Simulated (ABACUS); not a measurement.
Ta:

```
Ta
1.0
     1.65128    1.65128    1.65128
    -1.65128    1.65128    1.65128
    -1.65128   -1.65128    1.65128
Ta
1
Direct
  0.00000 0.00000 0.00000
```

| Quantity | Value |
| --- | --- |
| Program | ABACUS 3.10.1 |
| Task | relaxation of cell and atoms |
| Functional | HLE16 |
| Potentials or basis | SPMS ONCV 1.0 PBE |
| Cutoff | 816 eV |
| Density cutoff | 3265 eV |
| Basis | plane waves |
| k mesh | 9 × 9 × 9 |
| Occupations | fermi-dirac, width 0.05 eV |
| Spin | no spin polarisation |

At the start: pressure -39.1 GPa; volume 18.01 Å³/atom.

Question: Where does the relaxation end?

Answer: Over 8 steps the energy falls by 507.7 meV/atom and the volume is 14.56 Å³/atom (-19.2 %); space group Im-3m (No. 229, to 0.05 Å).

Step by step:
```tsv
step	energy change (eV)	largest force (eV/Å)	pressure (GPa)	volume (Å³)
1	0.0000	0.0000	-39.13	18.01
2	4.5656	0.0000	416.11	8.55
3	-0.4842	0.0000	-11.19	15.21
4	-0.5028	0.0000	-5.24	14.85
5	-0.5056	0.0000	-3.48	14.75
6	-0.5077	0.0000	-0.18	14.57
7	-0.5076	0.0000	0.52	14.53
8	-0.5077	0.0000	0.00	14.56
```

Final structure:
```xyz
1
Lattice="1.5382 1.5382 1.5382 -1.5382 1.5382 1.5382 -1.5382 -1.5382 1.5382" Properties=species:S:1:pos:R:3 pbc="T T T"
Ta    0.0000    0.0000    0.0000
```

Caveat: the volume moved by over 15 % at a fixed basis, so the end points are rough; the potentials were made for a functional far from this one; the potentials were made for another functional, which shifts forces and pressure; the volume moved by -19 % from the deposited cell, more than functionals usually miss.
